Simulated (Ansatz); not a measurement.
A relaxation computed with Ansatz, from input to last step.

```yaml
crystal:
  lattice:
    - [0.0, 0.0, -7.1584442808]
    - [-1.7738039275, -6.7803428759, -3.5792221404]
    - [-7.0952157102, 0.0, -3.5792221404]
  atoms:
    - { symbol: Ti, position: [0.2040723673, 0.7930224513, 0.0547292553] }
    - { symbol: Ti, position: [0.7022866511, 0.7958818705, 0.0507485249] }
    - { symbol: Ti, position: [0.9469766158, 0.8008660588, 0.5474523043] }
    - { symbol: Ti, position: [0.4496720576, 0.7957724469, 0.5514670864] }
    - { symbol: Ti, position: [0.0509277599, 0.2072800198, 0.4454187207] }
    - { symbol: Ti, position: [0.7983707705, 0.2058426499, 0.9482933472] }
    - { symbol: Ti, position: [0.3018871828, 0.208677169, 0.9492228795] }
    - { symbol: Si, position: [0.4588940582, 0.1153291416, 0.2221199301] }
    - { symbol: Si, position: [0.9548849694, 0.1259944864, 0.216058385] }
    - { symbol: Si, position: [0.2086043231, 0.1160041089, 0.7227075934] }
    - { symbol: Si, position: [0.7039721676, 0.1161465096, 0.7233967224] }
    - { symbol: Si, position: [0.7913244364, 0.8802942325, 0.279282333] }
    - { symbol: Si, position: [0.2935746158, 0.8810708238, 0.2802332169] }
    - { symbol: Si, position: [0.5437598175, 0.8796816335, 0.7793015965] }
    - { symbol: Si, position: [0.0441446877, 0.881251896, 0.7804771256] }
    - { symbol: Si, position: [0.682212219, 0.5038698875, 0.37404403] }
    - { symbol: Si, position: [0.1855806065, 0.4997404664, 0.3766951463] }
    - { symbol: Si, position: [0.4418676541, 0.4970372086, 0.872805506] }
    - { symbol: Si, position: [0.9368903873, 0.4939978742, 0.8810094759] }
    - { symbol: Si, position: [0.5632166928, 0.5003387828, 0.1232194428] }
    - { symbol: Si, position: [0.0622797414, 0.4992130434, 0.1268684107] }
    - { symbol: Si, position: [0.3116697751, 0.496543885, 0.6239593251] }
    - { symbol: Si, position: [0.8158888467, 0.5023567871, 0.6248872647] }
  symmetry: { detect: false }
basis:
  ecutwfc: 420
kpoints:
  mp_grid: { grid: [2, 2, 2], shift: [0.5, 0.5, 0.5] }
hamiltonian:
  xc: pbe
scf:
  occupations: { method: gaussian, width: 0.1 }
  lower_state_search: "off"
output:
  forces: true
  stress: true
  eigenvalues: true
relax:
  adjacent_minimum: "off"
  f_tol: 0.04
  max_steps: 50
  cell: { stress_tol: 0.3 }
```

```bash
ansatz run input.yaml --threads 4 --pin off --max-ram 9216MiB --backend cpu --events-out ev --progress --plain --runs-dir out
```

Theory: Ansatz, DFT PBE, scalar-relativistic, plane waves, PAW.

Of 5 frames 5 are shown, positions in Å and forces in eV/Å; the SCF threshold varies from step to step. Steps run on the plane waves of an earlier cell, with a Pulay correction in the pressure. The basis is chosen afresh for the last frame, the zero of the energies, and can be on the way; energy and pressure step there, also at an unchanged geometry.

```xyz
23
Lattice="0.0000 0.0000 -7.1584 -1.7738 -6.7803 -3.5792 -7.0952 0.0000 -3.5792" Properties=species:S:1:pos:R:3:forces:R:3 pbc="T T T" step=1 free_energy_over_end_meV_per_atom=20.13 pressure_GPa=-0.64
Ti   -1.7950   -5.3770   -4.4951    0.2370    0.1520    0.2170
Ti   -1.7718   -5.3964   -8.0576   -0.0490    0.3170    0.2190
Ti   -5.3049   -5.4301  -11.6048   -0.2240    0.1470   -0.4960
Ti   -5.3243   -5.3956   -8.0410    0.2010   -0.0410    0.1520
Ti   -3.5280   -1.4054   -2.7007   -0.4800    0.1970    0.2220
Ti   -7.0935   -1.3957   -9.8460   -0.1530    0.2640   -0.1670
Ti   -7.1051   -1.4149   -6.3054    0.1940    0.4220    0.4740
Si   -1.7806   -0.7820   -4.4928   -0.5560   -0.4010   -0.4300
Si   -1.7565   -0.8543   -8.0598   -0.6280    0.2160    0.5920
Si   -5.3335   -0.7865   -4.4952    0.5730   -0.3180   -0.3260
Si   -5.3387   -0.7875   -8.0443    0.8200   -0.2040    0.2580
Si   -3.5430   -5.9687   -9.8150   -0.1110   -0.4250   -0.4360
Si   -3.5512   -5.9740   -6.2581    0.1930   -0.4230    0.0230
Si   -7.0897   -5.9645   -9.8303   -0.0430   -0.2640   -0.1540
Si   -7.1008   -5.9752   -6.2637   -0.0850   -0.0350   -0.0110
Si   -3.5477   -3.4164   -8.0258    0.0180    0.5190   -0.0790
Si   -3.5592   -3.3884   -4.4654    0.2230    0.4010   -0.0640
Si   -7.0744   -3.3701   -8.0661   -0.1920   -0.3430    0.0010
Si   -7.1272   -3.3495  -11.6281    0.2860   -0.3320   -0.1560
Si   -1.7618   -3.3925   -6.2636   -0.2210    0.2620    0.1270
Si   -1.7857   -3.3848   -2.6867    0.0470   -0.2590   -0.1170
Si   -5.3079   -3.3667   -6.2416   -0.0170    0.1450   -0.1320
Si   -5.3248   -3.4062   -9.8752   -0.0320    0.0050    0.2830
23
Lattice="-0.0186 -0.0192 -7.1173 -1.7762 -6.6923 -3.5815 -7.1068 -0.0018 -3.5771" Properties=species:S:1:pos:R:3:forces:R:3 pbc="T T T" step=2 free_energy_over_end_meV_per_atom=2.06 pressure_GPa=0.48
Ti   -1.7862   -5.3184   -4.4839    0.0620    0.3010    0.0890
Ti   -1.8085   -5.3319   -8.0168    0.1280    0.1370    0.0150
Ti   -5.3400   -5.3466  -11.6456   -0.0500    0.0330    0.1610
Ti   -5.3060   -5.3363   -7.9928   -0.0770    0.2140   -0.0050
Ti   -3.5808   -1.3681   -2.6703    0.2040    0.0830   -0.2080
Ti   -7.1047   -1.3554   -9.8325   -0.2190    0.0070    0.0800
Ti   -7.1357   -1.3420   -6.2381    0.2760   -0.1060   -0.1020
Si   -1.8735   -0.8763   -4.5235   -0.0620   -0.0920   -0.0980
Si   -1.8976   -0.9096   -7.9440   -0.0430    0.1630    0.2230
Si   -5.2433   -0.8410   -4.5274    0.0180   -0.0830   -0.1870
Si   -5.2749   -0.8466   -7.9726   -0.0260   -0.0030    0.2680
Si   -3.6054   -5.9334   -9.8093    0.0650   -0.0770   -0.1870
Si   -3.5431   -5.9993   -6.2488    0.0010   -0.0290    0.0440
Si   -7.0723   -5.9045   -9.8224   -0.0950   -0.0340   -0.0270
Si   -7.1191   -5.9420   -6.2693   -0.1440    0.0870   -0.0280
Si   -3.5569   -3.2909   -7.9975   -0.0370   -0.0490    0.0980
Si   -3.5569   -3.2727   -4.4665    0.1220   -0.0260   -0.1680
Si   -7.1101   -3.3458   -8.0383   -0.0370   -0.0950   -0.0410
Si   -7.1317   -3.3506  -11.5971    0.1020   -0.0140   -0.0810
Si   -1.7843   -3.2982   -6.2389   -0.1200   -0.0590    0.1110
Si   -1.7875   -3.3448   -2.6878   -0.0030   -0.2000   -0.0140
Si   -5.3131   -3.2559   -6.2498   -0.0070   -0.0790   -0.0460
Si   -5.3484   -3.3738   -9.8210   -0.0600   -0.0780    0.1020
23
Lattice="-0.0256 -0.0037 -7.1196 -1.7685 -6.7556 -3.5697 -7.0777 0.0091 -3.5852" Properties=species:S:1:pos:R:3:forces:R:3 pbc="T T T" step=3 free_energy_over_end_meV_per_atom=0.19 pressure_GPa=-0.06
Ti   -1.7771   -5.3282   -4.4692   -0.0030   -0.1200   -0.0300
Ti   -1.7977   -5.3466   -8.0017    0.0150   -0.0520   -0.0120
Ti   -5.3327   -5.3674  -11.6310    0.0240    0.0100   -0.0070
Ti   -5.2910   -5.3535   -7.9875   -0.0340    0.0210    0.0130
Ti   -3.5535   -1.3776   -2.6849    0.0200    0.0580    0.0040
Ti   -7.0939   -1.3530   -9.8333    0.0210    0.0800   -0.0090
Ti   -7.0948   -1.3618   -6.2530    0.0270    0.1060    0.0150
Si   -1.8829   -0.8732   -4.5441   -0.0090   -0.0420    0.0360
Si   -1.9084   -0.8807   -7.9293    0.0020    0.0360    0.0010
Si   -5.2131   -0.8447   -4.5503    0.0000   -0.0320   -0.0070
Si   -5.2434   -0.8325   -7.9640   -0.0380    0.0120    0.0460
Si   -3.5892   -5.9739   -9.8072    0.0200    0.0110   -0.0480
Si   -3.5268   -6.0660   -6.2374    0.0190    0.0050   -0.0160
Si   -7.0582   -5.9504   -9.8136   -0.0330   -0.0100   -0.0050
Si   -7.1020   -6.0029   -6.2655   -0.0220   -0.0160    0.0060
Si   -3.5476   -3.2983   -7.9937    0.0130   -0.0510    0.0190
Si   -3.5388   -3.2945   -4.4757    0.0240   -0.0100   -0.0580
Si   -7.0897   -3.3707   -8.0463    0.0040    0.0230   -0.0050
Si   -7.0977   -3.3570  -11.6043   -0.0060    0.0170   -0.0310
Si   -1.7890   -3.3189   -6.2318   -0.0200   -0.0220    0.0180
Si   -1.7798   -3.3942   -2.6814   -0.0040    0.0230    0.0160
Si   -5.2946   -3.2929   -6.2562   -0.0150   -0.0420    0.0360
Si   -5.3317   -3.3884   -9.8129   -0.0070   -0.0040    0.0190
23
Lattice="-0.0241 -0.0104 -7.1186 -1.7751 -6.7430 -3.5751 -7.0878 0.0010 -3.5832" Properties=species:S:1:pos:R:3:forces:R:3 pbc="T T T" step=4 free_energy_over_end_meV_per_atom=-0.03 pressure_GPa=-0.01
Ti   -1.7817   -5.3298   -4.4749   -0.0020   -0.0130   -0.0010
Ti   -1.7995   -5.3481   -8.0072   -0.0060   -0.0010    0.0050
Ti   -5.3419   -5.3683  -11.6330    0.0100    0.0070   -0.0020
Ti   -5.3057   -5.3512   -7.9910    0.0070    0.0040    0.0050
Ti   -3.5572   -1.3750   -2.6832   -0.0080    0.0020   -0.0030
Ti   -7.1044   -1.3555   -9.8315    0.0100   -0.0020   -0.0020
Ti   -7.1028   -1.3595   -6.2505   -0.0100    0.0000    0.0030
Si   -1.8854   -0.8797   -4.5416   -0.0020   -0.0180    0.0090
Si   -1.9094   -0.8825   -7.9282    0.0050    0.0100   -0.0070
Si   -5.2196   -0.8556   -4.5489    0.0010   -0.0210    0.0030
Si   -5.2515   -0.8429   -7.9583   -0.0030   -0.0090   -0.0020
Si   -3.5959   -5.9665   -9.8117    0.0020    0.0130   -0.0030
Si   -3.5350   -6.0540   -6.2446    0.0010   -0.0020   -0.0050
Si   -7.0726   -5.9486   -9.8166   -0.0020    0.0090    0.0020
Si   -7.1163   -5.9988   -6.2689    0.0070   -0.0070    0.0010
Si   -3.5534   -3.3084   -7.9923   -0.0010    0.0010   -0.0060
Si   -3.5431   -3.2939   -4.4819    0.0030    0.0080   -0.0190
Si   -7.1029   -3.3717   -8.0469    0.0100    0.0110   -0.0090
Si   -7.1097   -3.3612  -11.6056    0.0060    0.0130   -0.0180
Si   -1.7919   -3.3206   -6.2338   -0.0090   -0.0050    0.0090
Si   -1.7841   -3.3884   -2.6844   -0.0040    0.0140    0.0110
Si   -5.3063   -3.2981   -6.2559   -0.0120   -0.0080    0.0150
Si   -5.3402   -3.3900   -9.8134   -0.0030   -0.0050    0.0120
23
Lattice="-0.0241 -0.0104 -7.1186 -1.7751 -6.7430 -3.5751 -7.0878 0.0010 -3.5832" Properties=species:S:1:pos:R:3:forces:R:3 pbc="T T T" step=5 free_energy_over_end_meV_per_atom=0.00 pressure_GPa=-0.02
Ti   -1.7817   -5.3298   -4.4749   -0.0020   -0.0130   -0.0010
Ti   -1.7995   -5.3481   -8.0072   -0.0060   -0.0010    0.0050
Ti   -5.3419   -5.3683  -11.6330    0.0100    0.0070   -0.0020
Ti   -5.3057   -5.3512   -7.9910    0.0070    0.0040    0.0050
Ti   -3.5572   -1.3750   -2.6832   -0.0080    0.0020   -0.0030
Ti   -7.1044   -1.3555   -9.8315    0.0100   -0.0020   -0.0020
Ti   -7.1028   -1.3595   -6.2505   -0.0100    0.0000    0.0030
Si   -1.8854   -0.8797   -4.5416   -0.0020   -0.0180    0.0100
Si   -1.9094   -0.8825   -7.9282    0.0050    0.0100   -0.0070
Si   -5.2196   -0.8556   -4.5489    0.0010   -0.0210    0.0040
Si   -5.2515   -0.8429   -7.9583   -0.0030   -0.0090   -0.0020
Si   -3.5959   -5.9665   -9.8117    0.0020    0.0130   -0.0030
Si   -3.5350   -6.0540   -6.2446    0.0010   -0.0020   -0.0050
Si   -7.0726   -5.9486   -9.8166   -0.0020    0.0090    0.0020
Si   -7.1163   -5.9988   -6.2689    0.0070   -0.0070    0.0010
Si   -3.5534   -3.3084   -7.9923   -0.0010    0.0010   -0.0060
Si   -3.5431   -3.2939   -4.4819    0.0030    0.0080   -0.0190
Si   -7.1029   -3.3717   -8.0469    0.0100    0.0110   -0.0090
Si   -7.1097   -3.3612  -11.6056    0.0060    0.0130   -0.0180
Si   -1.7919   -3.3206   -6.2338   -0.0090   -0.0050    0.0090
Si   -1.7841   -3.3884   -2.6844   -0.0040    0.0140    0.0110
Si   -5.3063   -3.2981   -6.2559   -0.0120   -0.0080    0.0150
Si   -5.3402   -3.3900   -9.8134   -0.0030   -0.0050    0.0120
```

The run took 36 s on 4 threads of Arm Neoverse V1 (shared host), peak memory 0.88 GiB.

The k mesh is coarse.